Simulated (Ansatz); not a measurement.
# Rh (Fm-3m) in Ansatz: notebook

Aim: see how the results for Rh move with the level of theory and the settings. Levels: revPBE, BLYP, r2SCAN, LDA, HSEsol. Tasks: band structure, elastic constants.

Program: Ansatz 0.2.0. These are calculated values, not measurements. Logs are shortened: lines on timing, memory, paths and dates and some standing lists are left out, and cuts for length are marked.

## 1. The crystal as given

The structure is cubic, space group Fm-3m (No. 225). The conventional cell has a = 3.796 Å, b = 3.796 Å, c = 3.796 Å, α = 90.00°, β = 90.00°, γ = 90.00°. Rh (site symmetry m-3m) has 12 Rh at 2.68 Å as nearest neighbours.

## 2. Band structure, revPBE

Input file input.yaml:

```yaml
crystal:
  lattice:
    - [0.0, 1.89785, 1.89785]
    - [1.89785, 0.0, 1.89785]
    - [1.89785, 1.89785, 0.0]
  atoms:
    - { symbol: Rh, position: [0.0, 0.0, 0.0] }
hamiltonian:
  xc: revpbe
  pseudopotentials: { kind: paw }
kpoints:
  mp_grid: { grid: [12, 12, 12] }
  band_path:
    path:
      - [[0.0, 0.0, 0.0], [0.5, 0.0, 0.5], [0.5, 0.25, 0.75], [0.375, 0.375, 0.75], [0.0, 0.0, 0.0], [0.5, 0.5, 0.5], [0.625, 0.25, 0.625], [0.5, 0.25, 0.75], [0.5, 0.5, 0.5], [0.375, 0.375, 0.75]]
      - [[0.625, 0.25, 0.625], [0.5, 0.0, 0.5]]
    npoints: 14
scf:
  occupations: { method: fermi_dirac, width: 0.05 }
  n_extra_bands: 6
output:
  forces: true
  stress: true
  eigenvalues: true
  fatbands: false
  write_density: true
  write_potential: true
  elf: true
  volumetric_format: npy
```

Potentials or basis: Ansatz PAW.

Run with:

```bash
$ ansatz run input.yaml --threads 2 --pin off --max-ram 5632MiB --backend cpu --events-out ev --progress --plain --runs-dir out
```

Log:

```text
Warning: RAYON_NUM_THREADS=2 ignored (pool sized by the plan → 2); use --threads N
scf.n_extra_bands = 6 over 9 filled bands (N_el = 17.0): the run solves 15 bands
Engine: ansatz 0.2.0, aarch64-unknown-linux-gnu
Pseudopotentials: kind: paw
Pseudopotential: Rh, paw, valence charge 17, recommended cutoff 420 eV (normal), Rh.paw.azcp
Functional definition: revPBE
  parameter kappa = 1.245
  parameter beta = 0.06672455060314922
  exchange = pbe_x(kappa = kappa, mu = beta*pi^2/3)
  correlation = pbe_c(beta = beta)
Crystal: 1 atoms, lattice volume = 13.671 Å³
Basis set: ecut = 420 eV, 283 PW (Γ), exchange–correlation on 36×36×36 points (8 copies of the dense FFT grid, shifted against one another)
Bands: 15, of which v1, the nominal top of the filled ones, is band 9 counted from 1 (8 counted from 0)
Symmetry: 48 space group operations
Space group: Fm-3m (ITA 225), of the structure as read, at distance tolerance 2.4e-5 Å
k-points: 72 of 1728
Non-local potential: Rh, projectors of the file, l = 0: 3, l = 1: 2, l = 2: 2, l = 3: 1
PAW form: soft (Blöchl's): semilocal exchange-correlation on the pseudo side does not see the compensation charge
PAW frozen core: Rh, regenerated for the run's functional, and the local potential with it (the file was generated under x = pbe(κ = 0.804, μ = 0.2195149727645171), c = pbe(β = 0.06672455060314922))
PAW one-centre angular grid: Rh, 590 points (default); XC on 64 Gauss nodes
Initial density: superposition of atomic densities (neutral atoms: chi_scale 0, normalization atom), corrected by the library's trained network
Initial wavefunctions: pseudopotential atomic-orbital guess
Functional: x = revpbe(κ = 1.245, μ = 0.2195149727645171), c = pbe(β = 0.06672455060314922)
SCF iter   1: F=—  HF=-6408.203592 eV  |F-HF|=—  |Δ(HF+E_count)|=         —  Δρ=3.69e-3  dr2=8.27e-4  ethr=1.77e-3  ⟨swp⟩=5.5  Hψ=5847  notcnv=0  defer=6
preconditioner: auto → none  [metal: Δε(μ)=0.111 eV  Ē_g=18.163 eV  σ=0.050 eV  W_gap=0.48  n_scr=0 (ndim 8)  ℏωp=30.1 eV  f_vac=0.000  D(μ)=0.96/eV (n_scr^D=14)]
SCF iter   2: F=—  HF=-6408.203537 eV  |F-HF|=—  |Δ(HF+E_count)|=   5.57e-5  Δρ=1.89e-3  dr2=1.62e-4  ethr=4.86e-6  ⟨swp⟩=2.1  Hψ=2044  notcnv=0  defer=65
SCF iter   3: F=—  HF=-6408.203529 eV  |F-HF|=—  |Δ(HF+E_count)|=   7.39e-6  Δρ=1.01e-3  dr2=2.25e-5  ethr=9.55e-7  ⟨swp⟩=2.7  Hψ=1548  notcnv=0  defer=65
SCF iter   4: F=—  HF=-6408.203554 eV  |F-HF|=—  |Δ(HF+E_count)|=   2.50e-5  Δρ=1.32e-4  dr2=8.78e-7  ethr=1.32e-7  ⟨swp⟩=2.0  Hψ=1386  notcnv=0  defer=65
iter 5 did not close the SCF: its close was put off for the readings that it lacked (scf_convergence_deferred on its scf_iter line)
SCF iter   5: F=-6408.203555 eV  HF=-6408.203555 eV  |F-HF|=9.27e-9  |Δ(HF+E_count)|=   5.46e-7  Δρ=2.71e-5  dr2=4.10e-8  ethr=5.17e-9  ⟨swp⟩=2.0  Hψ=1464  notcnv=0  defer=65
SCF iter   6: F=-6408.203555 eV  HF=-6408.203555 eV  |F-HF|=6.09e-10  |Δ(HF+E_count)|=   2.94e-9  Δρ=3.73e-6  dr2=9.91e-10  ethr=2.41e-10  ⟨swp⟩=8.6  Hψ=6234  notcnv=0
SCF 1 converged in 6 iterations: F = -6408.203555 eV  dr2 = 9.91e-10
NSCF: frozen V_eff on 142 k-points
SCF converged after 6 iterations
Free energy (F): -6408.203555 eV
Harris-Foulkes:  -6408.203555 eV  (|F-HF|=6.09e-10)
Internal energy: -6408.195152 eV  (E = F + TS)
E sigma→0 (E₀):  -6408.199353 eV
Entropy (-TS):   -0.008403 eV (-8.403 meV/atom)
Fermi energy:    22.622872 eV
--- Per-component energies (eV) ---
  E_band       = -82.002333
  E_kinetic    = 573.681085
  E_local      = -1555.660226  (includes V_loc(G=0)·N_el)
  E_nonlocal   = 353.772642
  E_hartree    = 547.784261
  E_xc         = -222.293574
  E_vxc        = -278.872380  (∫ρ·V_xc dr)
  E_paw        = -3592.049135  (= ΣΔE_a)
  E_vpaw       = -270.494254  (= ΣTr[D̂ρ^β])
  E_aug_tail   = 0.000858  (compensation charges beyond the density's cutoff)
  E_ewald      = -2513.356200
  E_core_change = -0.074863  (= ΣΔE_core)
  E_smearing   = -0.008403  (= −TS)
  E_closure    = 0.000000  (closes the sum)
  Σ components = -6408.203555   (vs F -6408.203555, Δ=0.00e0)
--- Forces (eV/Å), atoms counted from 1 ---
  atom   1  Rh     0.00000000     0.00000000    -0.00000000
  max |Σ_I F_I| component: 2.05e-32 eV/Å
--- Stress (GPa, compression-positive) ---
       10.668574      -0.000000       0.000000
        0.000000      10.668574       0.000000
       -0.000000      -0.000000      10.668574
  P = ⅓ Tr σ = 10.6686 GPa (106.686 kbar)
--- Band table (eV; the first three rows and the last of 72) ---
  k-point 0: bands = ["-56.3064", "-23.7670", "-23.7670", "-23.7670", "14.6344", "19.5006", "19.5006", "19.5006", "21.5964", "21.5964", "38.4163", "43.7932", "43.7932", "43.7932", "49.6907"]
  k-point 1: bands = ["-56.2987", "-23.8186", "-23.7740", "-23.7740", "14.9126", "19.3819", "19.6074", "19.6074", "21.5395", "21.5395", "38.8082", "42.4816", "44.1987", "44.1987", "50.9944"]
  k-point 2: bands = ["-56.2776", "-23.9585", "-23.7930", "-23.7930", "15.6508", "19.1722", "19.8230", "19.8230", "21.4926", "21.4926", "39.6471", "40.1987", "45.3262", "45.3262", "49.6926"]
  k-point 71: bands = ["-56.1523", "-24.2581", "-24.2581", "-24.0489", "17.5452", "18.7780", "18.7780", "21.3860", "23.5997", "32.2920", "32.2920", "33.9347", "35.3051", "48.0796", "48.0796"]
```

Wall time 1.2 s (2 threads of Arm Neoverse V1, shared host); peak memory 0.26 GiB.

Results:

* Free energy: -6408.2036 eV
* Pressure: 10.7 GPa
* Band gap on the k mesh: none (metal or under the smearing width)

Levels at the corners of the path, in eV from the Fermi level:
```csv
point,band 4,band 5,band 6,band 7,band 8,band 9,band 10,band 11,band 12,band 13
Γ,-46.39,-7.99,-3.12,-3.12,-3.12,-1.03,-1.03,15.79,21.17,21.17
X,-46.66,-6.38,-6.01,0.52,0.97,0.97,3.28,12.33,13.33,13.33
W,-46.67,-5.08,-3.84,-3.84,-1.24,0.98,9.67,9.67,11.31,12.68
K,-46.61,-5.57,-4.82,-2.09,-0.72,0.36,7.91,8.65,12.09,16.51
Γ,-46.39,-7.99,-3.12,-3.12,-3.12,-1.03,-1.03,15.79,21.17,21.17
L,-46.49,-6.17,-3.20,-3.20,0.55,0.55,0.73,8.70,15.34,21.11
U,-46.61,-5.57,-4.82,-2.09,-0.72,0.36,7.91,8.65,12.09,16.51
W,-46.67,-5.08,-3.84,-3.84,-1.24,0.98,9.67,9.67,11.31,12.68
L,-46.49,-6.17,-3.20,-3.20,0.55,0.55,0.73,8.70,15.34,21.11
K,-46.61,-5.57,-4.82,-2.09,-0.72,0.36,7.91,8.65,12.09,16.51
U,-46.61,-5.57,-4.82,-2.09,-0.72,0.36,7.91,8.65,12.09,16.51
X,-46.66,-6.38,-6.01,0.52,0.97,0.97,3.28,12.33,13.33,13.33
```

Caveat: the PAW data sets come from PBE, with cores solved anew for the run's functional, which leaves a small shift of forces and pressure.

## 3. Band structure, BLYP

Changes to input.yaml since step 2:

```diff
@@ -8,3 +8,3 @@
 hamiltonian:
-  xc: revpbe
+  xc: blyp
   pseudopotentials: { kind: paw }
@@ -25,5 +25 @@
   fatbands: false
-  write_density: true
-  write_potential: true
-  elf: true
-  volumetric_format: npy
```

Potentials or basis: Ansatz PAW.

Run with:

```bash
$ ansatz run input.yaml --threads 2 --pin off --max-ram 5632MiB --backend cpu --events-out ev --progress --plain --runs-dir out
```

Wall time 1.2 s (2 threads of Arm Neoverse V1, shared host); peak memory 0.25 GiB.

The run converged. Its results:

```
Free energy            : -6417.0450 eV
Pressure               : 21.3 GPa
Band gap on the k mesh : none (metal or under the smearing width)
```

Levels at the corners of the path, in eV from the Fermi level:
```tsv
point	band 4	band 5	band 6	band 7	band 8	band 9	band 10	band 11	band 12	band 13
Γ	-46.34	-7.82	-3.13	-3.13	-3.13	-1.05	-1.05	16.10	21.32	21.32
X	-46.62	-6.31	-5.97	0.50	0.97	0.97	3.49	12.39	13.43	13.43
W	-46.63	-5.00	-3.80	-3.80	-1.25	0.97	9.81	9.81	11.25	12.96
K	-46.56	-5.52	-4.75	-2.04	-0.73	0.35	8.05	8.73	12.20	16.59
Γ	-46.34	-7.82	-3.13	-3.13	-3.13	-1.05	-1.05	16.10	21.32	21.32
L	-46.45	-6.11	-3.21	-3.21	0.54	0.54	1.00	8.70	15.68	21.13
U	-46.56	-5.52	-4.75	-2.04	-0.73	0.35	8.05	8.73	12.20	16.59
W	-46.63	-5.00	-3.80	-3.80	-1.25	0.97	9.81	9.81	11.25	12.96
L	-46.45	-6.11	-3.21	-3.21	0.54	0.54	1.00	8.70	15.68	21.13
K	-46.56	-5.52	-4.75	-2.04	-0.73	0.35	8.05	8.73	12.20	16.59
U	-46.56	-5.52	-4.75	-2.04	-0.73	0.35	8.05	8.73	12.20	16.59
X	-46.62	-6.31	-5.97	0.50	0.97	0.97	3.49	12.39	13.43	13.43
```

Caveat: so large a pressure means that the cell lies far from this level's equilibrium, or that cutoff or potentials fall short; the PAW data sets come from PBE, with cores solved anew for the run's functional, which leaves a small shift of forces and pressure.

## 4. Band structure, r2SCAN

Changes to input.yaml since step 3:

```diff
@@ -8,3 +8,3 @@
 hamiltonian:
-  xc: blyp
+  xc: r2scan
   pseudopotentials: { kind: paw }
@@ -24,2 +24,6 @@
   eigenvalues: true
-  fatbands: false
+  fatbands: true
+  write_density: true
+  write_potential: true
+  elf: true
+  volumetric_format: npy
```

Potentials or basis: Ansatz PAW.

Run with:

```bash
$ ansatz run input.yaml --threads 2 --pin off --max-ram 5632MiB --backend cpu --events-out ev --progress --plain --runs-dir out
```

Log:

```text
Warning: RAYON_NUM_THREADS=2 ignored (pool sized by the plan → 2); use --threads N
scf.n_extra_bands = 6 over 9 filled bands (N_el = 17.0): the run solves 15 bands
Engine: ansatz 0.2.0, aarch64-unknown-linux-gnu
Pseudopotentials: kind: paw
Pseudopotential: Rh, paw, valence charge 17, recommended cutoff 500 eV (meta_gga), Rh.paw.azcp
Functional definition: r2SCAN
  parameter k0 = 0.174
  parameter k1 = 0.065
  parameter a1 = 4.9479
  exchange = r2scan_x(k0 = k0, k1 = k1, a1 = a1)
  correlation = r2scan_c
Crystal: 1 atoms, lattice volume = 13.671 Å³
Basis set: ecut = 500 eV, 331 PW (Γ), exchange–correlation on 80×80×80 points (64 copies of the dense FFT grid, shifted against one another)
Bands: 15, of which v1, the nominal top of the filled ones, is band 9 counted from 1 (8 counted from 0)
Symmetry: 48 space group operations
Space group: Fm-3m (ITA 225), of the structure as read, at distance tolerance 2.4e-5 Å
k-points: 72 of 1728
Non-local potential: Rh, projectors of the file, l = 0: 3, l = 1: 2, l = 2: 2, l = 3: 1
PAW form: soft (Blöchl's): semilocal exchange-correlation on the pseudo side does not see the compensation charge
PAW frozen core: Rh, regenerated for the run's functional (the file was generated under x = pbe(κ = 0.804, μ = 0.2195149727645171), c = pbe(β = 0.06672455060314922))
PAW one-centre angular grid: Rh, 590 points (default); XC on 160 Gauss nodes
Initial density: superposition of atomic densities (neutral atoms: chi_scale 0, normalization atom), corrected by the library's trained network
Initial wavefunctions: pseudopotential atomic-orbital guess
Functional: x = r2scan, c = r2scan; τ floored in thin density (d = 2e-4 eV/Å³)
SCF iter   1: F=—  HF=-6415.267204 eV  |F-HF|=—  |Δ(HF+E_count)|=         —  Δρ=9.76e-3  dr2=3.29e-3  dr2_τ=9.87e-3  ethr=1.77e-3  ⟨swp⟩=5.9  Hψ=5968  notcnv=0  defer=25
preconditioner: auto → none  [metal: Δε(μ)=0.079 eV  Ē_g=18.979 eV  σ=0.050 eV  W_gap=0.36  n_scr=0 (ndim 8)  ℏωp=30.1 eV  f_vac=0.000  D(μ)=0.94/eV (n_scr^D=14)]
SCF iter   2: F=—  HF=-6415.278000 eV  |F-HF|=—  |Δ(HF+E_count)|=   1.08e-2  Δρ=5.10e-3  dr2=1.11e-3  dr2_τ=1.50e-4  ethr=1.94e-5  ⟨swp⟩=2.0  Hψ=2352  notcnv=0  defer=98
SCF iter   3: F=—  HF=-6415.278369 eV  |F-HF|=—  |Δ(HF+E_count)|=   3.70e-4  Δρ=1.56e-3  dr2=3.09e-4  dr2_τ=3.43e-5  ethr=6.52e-6  ⟨swp⟩=2.2  Hψ=1617  notcnv=0  defer=98
SCF iter   4: F=—  HF=-6415.278288 eV  |F-HF|=—  |Δ(HF+E_count)|=   8.08e-5  Δρ=3.05e-4  dr2=3.62e-6  dr2_τ=3.25e-6  ethr=1.82e-6  ⟨swp⟩=2.5  Hψ=1474  notcnv=0  defer=98
SCF iter   5: F=—  HF=-6415.278292 eV  |F-HF|=—  |Δ(HF+E_count)|=   3.88e-6  Δρ=8.01e-5  dr2=1.75e-7  dr2_τ=6.98e-8  ethr=2.13e-8  ⟨swp⟩=2.7  Hψ=1599  notcnv=0  defer=98
SCF iter   6: F=-6415.278293 eV  HF=-6415.278293 eV  |F-HF|=1.27e-10  |Δ(HF+E_count)|=   5.57e-7  Δρ=9.79e-6  dr2=2.94e-9  dr2_τ=5.27e-9  ethr=5.88e-10  ⟨swp⟩=12.3  Hψ=7036  notcnv=0
SCF 1 converged in 6 iterations: F = -6415.278293 eV  dr2 = 2.94e-9
NSCF: frozen V_eff on 142 k-points
SCF converged after 6 iterations
Free energy (F): -6415.278293 eV
Harris-Foulkes:  -6415.278293 eV  (|F-HF|=1.27e-10)
Internal energy: -6415.269909 eV  (E = F + TS)
E sigma→0 (E₀):  -6415.274101 eV
Entropy (-TS):   -0.008384 eV (-8.384 meV/atom)
Fermi energy:    22.375111 eV
--- Per-component energies (eV) ---
  E_band       = -100.368255
  E_kinetic    = 573.220018
  E_local      = -1556.693730  (includes V_loc(G=0)·N_el)
  E_nonlocal   = 355.210795
  E_hartree    = 547.749030
  E_xc         = -216.891953
  E_vxc        = -314.255191  (∫ρ·V_xc dr)
  E_paw        = -3604.138594  (= ΣΔE_a)
  E_vpaw       = -274.607528  (= ΣTr[D̂ρ^β])
  E_aug_tail   = 0.000684  (compensation charges beyond the density's cutoff)
  E_vtau       = 21.259604  (kinetic-family band-sum trace: ∫τ·v_τ [+ j·A + Jᵃ·Aᵃ] dr)
  E_ewald      = -2513.356200
  E_core_change = -0.369959  (= ΣΔE_core)
  E_smearing   = -0.008384  (= −TS)
  E_closure    = 0.000000  (closes the sum)
  Σ components = -6415.278293   (vs F -6415.278293, Δ=0.00e0)
--- Forces (eV/Å), atoms counted from 1 ---
  atom   1  Rh     0.00000000     0.00000000    -0.00000000
  max |Σ_I F_I| component: 1.26e-32 eV/Å
--- Stress (GPa, compression-positive) ---
        0.801862       0.000000      -0.000000
       -0.000000       0.801862      -0.000000
        0.000000      -0.000000       0.801862
  P = ⅓ Tr σ = 0.8019 GPa (8.019 kbar)
--- Band table (eV; the first three rows and the last of 72) ---
  k-point 0: bands = ["-58.8164", "-25.4439", "-25.4439", "-25.4439", "14.1710", "19.1577", "19.1577", "19.1577", "21.2700", "21.2700", "38.8410", "44.5060", "44.5060", "44.5060", "50.8425"]
  k-point 1: bands = ["-58.8080", "-25.4987", "-25.4513", "-25.4513", "14.4611", "19.0339", "19.2685", "19.2685", "21.2119", "21.2119", "39.2480", "43.1681", "44.9252", "44.9252", "52.1567"]
  k-point 2: bands = ["-58.7851", "-25.6468", "-25.4714", "-25.4714", "15.2275", "18.8189", "19.4888", "19.4888", "21.1687", "21.1687", "40.1208", "40.8095", "46.0971", "46.0971", "50.7004"]
  k-point 71: bands = ["-58.6488", "-25.9637", "-25.9637", "-25.7419", "17.1200", "18.4019", "18.4019", "21.0648", "23.4102", "32.5201", "32.5201", "34.2853", "35.6822", "48.9065", "48.9065"]
```

bands.tsv:

```text
# k_distance	band_0	band_1	band_2	band_3	band_4	band_5	band_6	band_7	band_8	band_9	band_10	band_11	band_12	band_13	band_14
# fermi_ev = 22.375111
# lock_threshold_ev = 1e-12
[... 155 lines left out ...]
10.458758	-81.024167	-48.552197	-48.125880	-48.102891	-6.511470	-6.135147	0.351946	0.400363	0.976977	4.258805	12.790069	13.491087	14.309701	23.955246	24.951171
10.500562	-81.024159	-48.557032	-48.118240	-48.105211	-6.552612	-6.179061	0.412218	0.639318	1.000829	3.961417	12.866970	13.691299	14.176202	24.050799	24.621668
10.542366	-81.024162	-48.560503	-48.112701	-48.106879	-6.583196	-6.209745	0.456287	0.841049	1.017915	3.717928	12.909651	13.857041	14.079763	24.119951	24.375695
10.584170	-81.024166	-48.562591	-48.109344	-48.107883	-6.602041	-6.227864	0.483148	0.980794	1.028187	3.553120	12.931749	13.964728	14.021455	24.161679	24.223489
10.625973	-81.024168	-48.563289	-48.108219	-48.108219	-6.608406	-6.233854	0.492173	1.031614	1.031614	3.493944	12.938645	14.001944	14.001944	24.169611	24.177939
```

fatbands.tsv:

```text
# ik	k_distance	band	e_minus_ef	rh0_l0_4S	rh0_l0_5S	rh0_l1_4P	rh0_l2_4D
# fermi_ev = 22.375111
# lock_threshold_ev = 1e-12
# [0, 0, 0] at k_distance = 0.000000
# [0.5, 0, 0.5] at k_distance = 1.655343
# [0.5, 0.25, 0.75] at k_distance = 2.483014
# [0.375, 0.375, 0.75] at k_distance = 3.068267
# [0, 0, 0] at k_distance = 4.824023
# [0.5, 0.5, 0.5] at k_distance = 6.257592
# [0.625, 0.25, 0.625] at k_distance = 7.271278
# [0.5, 0.25, 0.75] at k_distance = 7.856531
# [0.5, 0.5, 0.5] at k_distance = 9.027035
# [0.375, 0.375, 0.75] at k_distance = 10.040721
# [0.625, 0.25, 0.625] at k_distance = 10.040721
# [0.5, 0, 0.5] at k_distance = 10.625973
# jumps = 127
# n_points = 142
0	0.000000	0	-81.191521	0.959629	0.040369	0.000000	0.000000
0	0.000000	1	-47.819061	0.000000	0.000000	0.999996	0.000000
0	0.000000	2	-47.819061	0.000000	0.000000	0.999996	0.000000
0	0.000000	3	-47.819061	0.000000	0.000000	0.999996	0.000000
0	0.000000	4	-8.204063	0.040296	0.958019	0.000000	0.000000
0	0.000000	5	-3.217432	0.000000	0.000000	0.000000	0.999802
[... 1897 lines left out ...]
126	10.040721	13	21.970399	0.000000	0.000058	0.000002	0.000793
126	10.040721	14	29.892907	0.000000	0.000000	0.000000	0.000648

127	10.040721	0	-81.027499	0.985175	0.013395	0.000004	0.001421
127	10.040721	1	-48.436223	0.000000	0.000000	0.992213	0.007735
127	10.040721	2	-48.278976	0.000000	0.000258	0.990257	0.009467
127	10.040721	3	-48.048568	0.000000	0.000000	0.998972	0.001017
127	10.040721	4	-5.771298	0.000505	0.016893	0.000112	0.981688
127	10.040721	5	-4.980921	0.000007	0.000555	0.009356	0.979960
[... 217 lines left out ...]
141	10.625973	13	24.169611	0.000495	0.030337	0.000000	0.000687
141	10.625973	14	24.177939	0.000000	0.000000	0.000000	0.000066
```

Run time: 2.5 s. Hardware: 2 threads of Arm Neoverse V1, shared host; peak memory 0.3 GiB.

Results:

```
Free energy            : -6415.2783 eV
Pressure               : 0.8 GPa
Band gap on the k mesh : none (metal or under the smearing width)
```

Levels at the corners of the path, in eV from the Fermi level:
```
point  band 6  band 7  band 8  band 9  band 10  band 11
    Γ   -3.22   -3.22   -3.22   -1.11    -1.11    16.47
    X   -6.23    0.49    1.03    1.03     3.49    12.94
    W   -3.97   -3.97   -1.31    1.04    10.14    10.14
    K   -4.98   -2.15   -0.78    0.39     8.29     9.12
    Γ   -3.22   -3.22   -3.22   -1.11    -1.11    16.47
    L   -3.33   -3.33    0.57    0.57     0.89     9.15
    U   -4.98   -2.15   -0.78    0.39     8.29     9.12
    W   -3.97   -3.97   -1.31    1.04    10.14    10.14
    L   -3.33   -3.33    0.57    0.57     0.89     9.15
    K   -4.98   -2.15   -0.78    0.39     8.29     9.12
    U   -4.98   -2.15   -0.78    0.39     8.29     9.12
    X   -6.23    0.49    1.03    1.03     3.49    12.94
```

Caveat: the PAW data sets come from PBE, with cores solved anew for the run's functional, which leaves a small shift of forces and pressure.

(Continued in part 2 of 3.)
